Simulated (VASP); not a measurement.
# CO2 (I-42d) in VASP: a series of runs

One crystal, CO2, is run at these levels: LDA, PBEsol, r2SCAN, TB-mBJ; tasks: band structure, G0W0 quasiparticle levels.

Program: VASP 6.6.1. These are calculated values, not measurements. Logs are shortened: lines on timing, memory, paths and dates and some standing lists are left out, and cuts for length are marked.

## 1. Starting point

Symmetry: I-42d, No. 122, tetragonal system. The conventional cell has a = 3.949 Å, b = 3.949 Å, c = 6.028 Å, α = 90.00°, β = 90.00°, γ = 90.00°. O (site symmetry 2) is surrounded by 2 C at 1.40 Å. C (site symmetry -4) has 4 O at 1.40 Å as nearest neighbours.

The cell comes from a database or a generator and needn't be the stable form of this composition.

## 2. Band structure, LDA

Contents of INCAR:

```
SYSTEM = CO2
  PREC = Accurate
  ENCUT = 520
  EDIFF = 1E-6
  ISMEAR = 0
  SIGMA = 0.02
  LREAL = .False.
  LASPH = .True.
  NELM = 100
  ALGO = Normal
  ISIF = 2
  LWAVE = .False.
  LCHARG = .False.
  GGA = CA
  NBANDS = 25
  KPAR = 2
```

Contents of KPOINTS:

```
regular mesh
0
Gamma
  10 10 10
  0 0 0
```

Contents of POSCAR:

```
CO2
1.0
   -1.9747270000      1.9747270000      3.0140580000
    1.9747270000     -1.9747270000      3.0140580000
    1.9747270000      1.9747270000     -3.0140580000
O C
4 2
Direct
    0.8750000000      0.9597980000      0.5847980000
    0.3750000000      0.2902020000      0.4152020000
    0.0402020000      0.6250000000      0.9152020000
    0.7097980000      0.1250000000      0.0847980000
    0.0000000000      0.0000000000      0.0000000000
    0.7500000000      0.2500000000      0.5000000000
```

Contents of KPOINTS_OPT:

```
path GXYSGZS1NPY1Z,XP
10
line-mode
reciprocal
 0.0000000000  0.0000000000  0.0000000000  G
 0.5000000000 -0.5000000000  0.0000000000  X

 0.5000000000 -0.5000000000  0.0000000000  X
 0.5000000000 -0.5000000000  0.2146253035  Y

 0.5000000000 -0.5000000000  0.2146253035  Y
 0.3573126517 -0.3573126517  0.3573126517  S

 0.3573126517 -0.3573126517  0.3573126517  S
 0.0000000000  0.0000000000  0.0000000000  G

 0.0000000000  0.0000000000  0.0000000000  G
 0.5000000000  0.5000000000 -0.5000000000  Z

 0.5000000000  0.5000000000 -0.5000000000  Z
 0.6426873483  0.3573126517 -0.3573126517  S1

 0.6426873483  0.3573126517 -0.3573126517  S1
 0.5000000000  0.0000000000  0.0000000000  N

 0.5000000000  0.0000000000  0.0000000000  N
 0.7500000000 -0.2500000000 -0.2500000000  P

 0.7500000000 -0.2500000000 -0.2500000000  P
 0.7853746965  0.2146253035 -0.5000000000  Y1

 0.7853746965  0.2146253035 -0.5000000000  Y1
 0.5000000000  0.5000000000 -0.5000000000  Z

 0.5000000000 -0.5000000000  0.0000000000  X
 0.7500000000 -0.2500000000 -0.2500000000  P
```

Potentials or basis: VASP PAW LDA potentials, release 64 (O, C).

Launch:

```sh
$ cat potpaw_LDA.64/O/POTCAR potpaw_LDA.64/C/POTCAR > POTCAR
$ mpirun -np 2 vasp_std > vasp.out
```

OUTCAR:

```text
SYSTEM = CO2
   PREC = Accurate
   ENCUT = 520
   EDIFF = 1E-6
   ISMEAR = 0
   LREAL = .False.
   LASPH = .True.
   NELM = 100
   ISIF = 2
   GGA = CA

 ion  position               nearest neighbor table
   1  0.875  0.960  0.585-   5 1.40   6 1.40
   2  0.375  0.290  0.415-   5 1.40   6 1.40
   3  0.040  0.625  0.915-   6 1.40   5 1.40
   4  0.710  0.125  0.085-   5 1.40   6 1.40
   5  0.000  0.000  0.000-   1 1.40   2 1.40   4 1.40   3 1.40
   6  0.750  0.250  0.500-   1 1.40   3 1.40   4 1.40   2 1.40

  LATTYP: Found a body centered tetragonal cell.
 ALAT       =     3.9494540000
 C/A-ratio  =     1.5263162959

  Lattice vectors:

 A1 = (  -1.9747270000,   1.9747270000,   3.0140580000)
 A2 = (   1.9747270000,  -1.9747270000,   3.0140580000)
 A3 = (   1.9747270000,   1.9747270000,  -3.0140580000)

Analysis of symmetry for initial positions (statically):
=====================================================================
 Subroutine PRICEL returns:
 Original cell was already a primitive cell.

 Routine SETGRP: Setting up the symmetry group for a
 body centered tetragonal supercell.

 Subroutine GETGRP returns: Found  8 space group operations
 (whereof  4 operations were pure point group operations)
 out of a pool of 16 trial point group operations.

The static configuration has the point symmetry S_4 .
 The point group associated with its full space group is D_2d.

Analysis of symmetry for dynamics (positions and initial velocities):
=====================================================================
 Subroutine PRICEL returns:
 Original cell was already a primitive cell.

 Routine SETGRP: Setting up the symmetry group for a
 body centered tetragonal supercell.

 Subroutine GETGRP returns: Found  8 space group operations
 (whereof  4 operations were pure point group operations)
 out of a pool of 16 trial point group operations.

The dynamic configuration has the point symmetry S_4 .
 The point group associated with its full space group is D_2d.

 Subroutine INISYM returns: Found  8 space group operations
 (whereof  4 operations are pure point group operations),
 and found     1 'primitive' translations

----------------------------------------------------------------------------------------

                                     Primitive cell

  volume of cell :      47.0138

  direct lattice vectors                    reciprocal lattice vectors
    -1.974727000  1.974727000  3.014058000     0.000000000  0.253199556  0.165889309
     1.974727000 -1.974727000  3.014058000     0.253199556  0.000000000  0.165889309
     1.974727000  1.974727000 -3.014058000     0.253199556  0.253199556  0.000000000

  length of vectors
     4.108970562  4.108970562  4.108970562     0.302703284  0.302703284  0.358078246

  position of ions in fractional coordinates (direct lattice)
     0.875000000  0.959798000  0.584798000
     0.375000000  0.290202000  0.415202000
     0.040202000  0.625000000  0.915202000
     0.709798000  0.125000000  0.084798000
     0.000000000  0.000000000  0.000000000
     0.750000000  0.250000000  0.500000000

  ion indices of the primitive-cell ions
   primitive index   ion index
                 1           1
                 2           2
                 3           3
                 4           4
                 5           5
                 6           6

----------------------------------------------------------------------------------------

 KPOINTS: regular mesh

Automatic generation of k-mesh.
 Grid dimensions read from file:
 generate k-points for:   10   10   10

 Generating k-lattice:

  Cartesian coordinates                     Fractional coordinates (reciprocal lattice)
     0.000000000  0.025319956  0.016588931     0.100000000 -0.000000000  0.000000000
     0.025319956  0.000000000  0.016588931    -0.000000000  0.100000000  0.000000000
     0.025319956  0.025319956  0.000000000     0.000000000  0.000000000  0.100000000

  Length of vectors
     0.030270328  0.030270328  0.035807825

  Shift w.r.t. Gamma in fractional coordinates (k-lattice)
     0.000000000  0.000000000  0.000000000

 Subroutine IBZKPT returns following result:
 ===========================================

 Found    102 irreducible k-points:

 Following reciprocal coordinates:
            Coordinates               Weight
  0.000000  0.000000  0.000000      1.000000
  0.100000  0.000000  0.000000      8.000000
  0.200000  0.000000  0.000000      8.000000
  0.300000 -0.000000  0.000000      8.000000
  0.400000  0.000000  0.000000      8.000000
  0.500000 -0.000000  0.000000      4.000000
[... 16 lines left out ...]
  0.300000  0.300000  0.000000      8.000000
  0.400000  0.300000  0.000000     16.000000
 [... further k-points ...]
   k-points           NKPTS =    102   k-points in BZ     NKDIM =    102   number of bands    NBANDS=     25
   number of dos      NEDOS =    301   number of ions     NIONS =      6
   total plane-waves  NPLWV =  32768
   dimension x,y,z NGX =    32 NGY =   32 NGZ =   32
   dimension x,y,z NGXF=    64 NGYF=   64 NGZF=   64
   ions per type =               4   2
   NGX,Y,Z   is equivalent  to a cutoff of  12.95, 12.95, 12.95 a.u.
   NGXF,Y,Z  is equivalent  to a cutoff of  25.89, 25.89, 25.89 a.u.
 SYSTEM =  CO2
   PREC   = accura    normal or accurate (medium, high low for compatibility)
   ISTART =      0    job   : 0-new  1-cont  2-samecut
   ICHARG =      2    charge: 1-file 2-atom 10-const
   ISPIN  =      1    spin polarized calculation?
   LNONCOLLINEAR =      F non collinear calculations
   LSORBIT =      F    spin-orbit coupling
   LASPH  =      T    aspherical Exc in radial PAW
   ENCUT  =  520.0 eV  38.22 Ry    6.18 a.u.   7.64  7.64  7.64*2*pi/ulx,y,z
   NELM   =    100;   NELMIN=  2; NELMDL= -5     # of ELM steps
   EDIFF  = 0.1E-05   stopping-criterion for ELM
   LREAL  =      F    real-space projection
   EDIFFG = 0.1E-04   stopping-criterion for IOM
   NSW    =      0    number of steps for IOM
   IBRION =     -1    ionic relax: 0-MD 1-quasi-New 2-CG
   NFREE  =      0    steps in history (QN), initial steepest desc. (CG)
   ISIF   =      2    stress and relaxation
   ISYM   =      2    0-nonsym 1-usesym 2-fastsym
   POTIM  = 0.5000    time-step for ionic-motion
   TEBEG  =    0.0;   TEEND  =   0.0 temperature during run
   PSTRESS=    0.0 pullay stress
   NELECT =      32.0000    total number of electrons
   NUPDOWN=      -1.0000    fix difference up-down
   EMIN   =  10.00;   EMAX   =-10.00  energy-range for DOS
   EFERMI =   0.00;   METHOD = LEGACY
   ISMEAR =     0;   SIGMA  =   0.02  broadening in eV -4-tet -1-fermi 0-gaus
   EFERMI_NEDOS =   21; number of points for ismear=-14 and -15
   IALGO  =     38    algorithm
   IMIX   =      4    mixing-type and parameters
     AMIX     =   0.40;   BMIX     =  1.00
     AMIX_MAG =   1.60;   BMIX_MAG =  1.00
  volume/ion in A,a.u.               =       7.84        52.88
  Fermi-wavevector in a.u.,A,eV,Ry     =   1.440068  2.721333 28.215694  2.073795
  Thomas-Fermi vector in A             =   2.558853
   LORBIT       =      0    0 simple, 1 ext, 2 COOP (PROOUT), +10 PAW based schemes
   GGA     = CA    functional components
   LHFCALC =     F    Hartree Fock is set to
   AEXX    =    0.0000 exact exchange contribution
   IVDW    =     0    specifies the selected vdW correction
   LEPSILON=     F    determine dielectric tensor
   LRPA    =     F    only Hartree local field effects (RPA)
 non-spin polarized calculation
 Gauss-broadening in eV      SIGMA  =   0.02
  energy-cutoff  :      520.00
  volume of cell :       47.01
 maximum number of plane-waves:      1307
   NGX = 15   NGY = 15   NGZ = 15

 number of electron      32.0000003 magnetization

 Free energy of the ion-electron system (eV)
  ---------------------------------------------------
  ext. energy  EPLUGINS =         0.00000000
  ---------------------------------------------------
  free energy    TOTEN  =       -49.02556845 eV

  energy without entropy =      -49.02556845  energy(sigma->0) =      -49.02556845

 E-fermi :   2.0469     XC(G=0): -11.6893

 val. band max:        1.9434915321   @ k =   0.5000  -0.0000   0.0000
 cond. band min:       9.3285040380   @ k =   0.0000   0.0000   0.0000
 fundamental gap:      7.3850125058
 Fermi energy:         2.0468673178

 k-point     1 :       0.0000    0.0000    0.0000
  band No.  band energies     occupation
      1     -21.8321      2.00000
      2     -16.7004      2.00000
      3     -16.7004      2.00000
      4     -16.0846      2.00000
      5     -12.5551      2.00000
      6      -7.7591      2.00000
[... 17 lines left out ...]
     24      16.6206      0.00000
     25      16.6206      0.00000

 k-point     2 :       0.1000    0.0000    0.0000
  band No.  band energies     occupation
      1     -21.7669      2.00000
      2     -16.8542      2.00000
      3     -16.7181      2.00000
      4     -16.1810      2.00000
      5     -12.3350      2.00000
      6      -7.7479      2.00000
[... 17 lines left out ...]
     24      16.5811      0.00000
     25      16.7272      0.00000

 k-point     3 :       0.2000    0.0000    0.0000
  band No.  band energies     occupation
      1     -21.5787      2.00000
      2     -17.3267      2.00000
      3     -16.7599      2.00000
      4     -16.3107      2.00000
      5     -11.8346      2.00000
      6      -7.7359      2.00000
[... 552 lines left out ...]
 k-point    23 :       0.3000    0.3000    0.0000
  band No.  band energies     occupation
      1     -20.5586      2.00000
      2     -19.0053      2.00000
      3     -16.9549      2.00000
      4     -16.6463      2.00000
      5     -10.2079      2.00000
      6      -8.3001      2.00000
[... 17 lines left out ...]
     24      16.2075      0.00000
     25      16.3494      0.00000

 k-point    24 :       0.4000    0.3000    0.0000
  band No.  band energies     occupation
      1     -20.3277      2.00000
      2     -19.2874      2.00000
      3     -16.9374      2.00000
      4     -16.6902      2.00000
      5     -10.0019      2.00000
      6      -8.6087      2.00000
[... 17 lines left out ...]
     24      16.1684      0.00000
     25      16.6113      0.00000

 [... further k-points ...]

------------------------ aborting loop because EDIFF is reached ----------------------------------------

  FORCE on cell =-STRESS in cart. coord.  units (eV):
  Direction    XX          YY          ZZ          XY          YZ          ZX
  --------------------------------------------------------------------------------------
  -------------------------------------------------------------------------------------
  Total       -3.3692071     -3.3692071     -3.6668154      0.0000000     -0.0000000      0.0000000
  in kB     -114.8186846   -114.8186846   -124.9608319      0.0000000     -0.0000000      0.0000000
  external PRESSURE =    -118.1994004 kB  Pullay stress =       0.0000000 kB

 VOLUME and BASIS-vectors are now :
 -----------------------------------------------------------------------------
  energy-cutoff  :      520.00
  volume of cell :       47.01
      direct lattice vectors                 reciprocal lattice vectors
    -1.974727000  1.974727000  3.014058000     0.000000000  0.253199556  0.165889309
     1.974727000 -1.974727000  3.014058000     0.253199556  0.000000000  0.165889309
     1.974727000  1.974727000 -3.014058000     0.253199556  0.253199556  0.000000000

 POSITION                                       TOTAL-FORCE (eV/Angst)
 -----------------------------------------------------------------------------------
      1.32227      0.98736      3.76757         0.419605     -0.000000      0.000000
      0.65246      0.98736      0.75351        -0.419605     -0.000000     -0.000000
      2.96209      0.65246     -0.75351        -0.000000     -0.419605     -0.000000
     -0.98736      1.32227      2.26054        -0.000000      0.419605      0.000000
      0.00000      0.00000      0.00000        -0.000000     -0.000000     -0.000000
     -0.00000      1.97473      1.50703        -0.000000     -0.000000      0.000000
 -----------------------------------------------------------------------------------
    total drift:                                0.000001      0.000001      0.000001

  FREE ENERGIE OF THE ION-ELECTRON SYSTEM (eV)
  ---------------------------------------------------
  free  energy   TOTEN  =       -49.0255684458 eV

  energy  without entropy=      -49.0255684458  energy(sigma->0) =      -49.02556845
```

It took 31 s on 2 MPI ranks of Intel Xeon 6975P-C (Granite Rapids), shared host; peak memory 0.25 GiB.

Results:

* Free energy: -49.0256 eV
* Pressure: -11.8 GPa
* Largest force: 0.420 eV/Å
* Band gap on the k mesh: 7.38 eV, indirect (least direct gap 7.89 eV)
* Band gap along the path: 7.38 eV, indirect (least direct gap 7.89 eV)

Forces in eV/Å, atoms in the order of the input:
```
O    0.420  0.000  0.000
O   -0.420  0.000  0.000
O    0.000 -0.420  0.000
O    0.000  0.420  0.000
C    0.000  0.000  0.000
C    0.000  0.000  0.000
```

Levels at the corners of the path, in eV from the valence-band top:
```
point  band 14  band 15  band 16  band 17  band 18  band 19
    Γ    -0.91    -0.91    -0.51     7.38     8.99     8.99
    X    -0.65    -0.51    -0.51     8.69     8.69     9.69
    X    -0.65    -0.51    -0.51     8.69     8.69     9.69
    Y    -1.04    -0.32    -0.32     8.50     8.50     9.93
    Y    -1.04    -0.32    -0.32     8.50     8.50     9.93
    S    -1.18    -0.34    -0.11     7.89     8.85    10.05
    S    -1.18    -0.34    -0.11     7.89     8.85    10.05
    Γ    -0.91    -0.91    -0.51     7.38     8.99     8.99
    Γ    -0.91    -0.91    -0.51     7.38     8.99     8.99
    Z    -2.84    -0.01    -0.01     8.61     8.61    10.48
    Z    -2.84    -0.01    -0.01     8.61     8.61    10.48
   S1    -1.18    -0.34    -0.11     7.89     8.85    10.05
   S1    -1.18    -0.34    -0.11     7.89     8.85    10.05
    N    -1.40    -0.42     0.00     7.98     9.30     9.44
    N    -1.40    -0.42     0.00     7.98     9.30     9.44
    P    -0.83    -0.57    -0.57     8.74     8.74     9.20
    P    -0.83    -0.57    -0.57     8.74     8.74     9.20
   Y1    -1.04    -0.32    -0.32     8.50     8.50     9.93
   Y1    -1.04    -0.32    -0.32     8.50     8.50     9.93
    Z    -2.84    -0.01    -0.01     8.61     8.61    10.48
    X    -0.65    -0.51    -0.51     8.69     8.69     9.69
    P    -0.83    -0.57    -0.57     8.74     8.74     9.20
```

## 3. Band structure, PBEsol

INCAR, as its differences from that of step 2:

```diff
@@ -13,3 +13,3 @@
   LCHARG = .False.
-  GGA = CA
+  GGA = PS
   NBANDS = 25
```

KPOINTS is that of step 2.

POSCAR is that of step 2.

KPOINTS_OPT is that of step 2.

Potentials or basis: VASP PAW PBE potentials, release 64 (O, C).

Launch:

```sh
$ cat potpaw_PBE.64/O/POTCAR potpaw_PBE.64/C/POTCAR > POTCAR
$ mpirun -np 2 vasp_std > vasp.out
```

Wall time 32 s (2 MPI ranks of Intel Xeon 6975P-C (Granite Rapids), shared host); peak memory 0.26 GiB.

Results (log left out):

```
Free energy             : -46.0951 eV
Pressure                : -4.9 GPa
Largest force           : 0.120 eV/Å
Band gap on the k mesh  : 7.53 eV, indirect (least direct gap 8.00 eV)
Band gap along the path : 7.53 eV, indirect (least direct gap 8.00 eV)
```

Forces in eV/Å, atoms in the order of the input:
```
O    0.120  0.000  0.000
O   -0.120  0.000  0.000
O    0.000 -0.120  0.000
O    0.000  0.120  0.000
C    0.000  0.000  0.000
C    0.000  0.000  0.000
```

Stress tensor (GPa, compression positive):
```
-4.34  0.00  0.00
 0.00 -4.34  0.00
 0.00  0.00 -6.06
```

Levels at the corners of the path, in eV from the valence-band top:
```
point  band 13  band 14  band 15  band 16  band 17  band 18  band 19  band 20
    Γ    -1.18    -0.88    -0.88    -0.48     7.53     9.01     9.11     9.11
    X    -0.64    -0.64    -0.50    -0.50     8.74     8.74     9.80     9.80
    X    -0.64    -0.64    -0.50    -0.50     8.74     8.74     9.80     9.80
    Y    -1.04    -1.04    -0.31    -0.31     8.58     8.58    10.03    10.03
    Y    -1.04    -1.04    -0.31    -0.31     8.58     8.58    10.03    10.03
    S    -2.17    -1.18    -0.33    -0.10     7.99     8.93    10.11    10.72
    S    -2.17    -1.18    -0.33    -0.10     7.99     8.93    10.11    10.72
    Γ    -1.18    -0.88    -0.88    -0.48     7.53     9.01     9.11     9.11
    Γ    -1.18    -0.88    -0.88    -0.48     7.53     9.01     9.11     9.11
    Z    -2.85    -2.85     0.00     0.00     8.72     8.72    10.55    10.55
    Z    -2.85    -2.85     0.00     0.00     8.72     8.72    10.55    10.55
   S1    -2.17    -1.18    -0.33    -0.10     7.99     8.93    10.11    10.72
   S1    -2.17    -1.18    -0.33    -0.10     7.99     8.93    10.11    10.72
    N    -1.71    -1.37    -0.41     0.00     8.08     9.35     9.52    10.14
    N    -1.71    -1.37    -0.41     0.00     8.08     9.35     9.52    10.14
    P    -0.82    -0.82    -0.57    -0.57     8.77     8.77     9.32     9.32
    P    -0.82    -0.82    -0.57    -0.57     8.77     8.77     9.32     9.32
   Y1    -1.04    -1.04    -0.31    -0.31     8.58     8.58    10.03    10.03
   Y1    -1.04    -1.04    -0.31    -0.31     8.58     8.58    10.03    10.03
    Z    -2.85    -2.85     0.00     0.00     8.72     8.72    10.55    10.55
    X    -0.64    -0.64    -0.50    -0.50     8.74     8.74     9.80     9.80
    P    -0.82    -0.82    -0.57    -0.57     8.77     8.77     9.32     9.32
```

Caveat: the PAW data sets were made with another functional, which shifts forces and pressure a little.

(Part 1 of 3 ends here.)
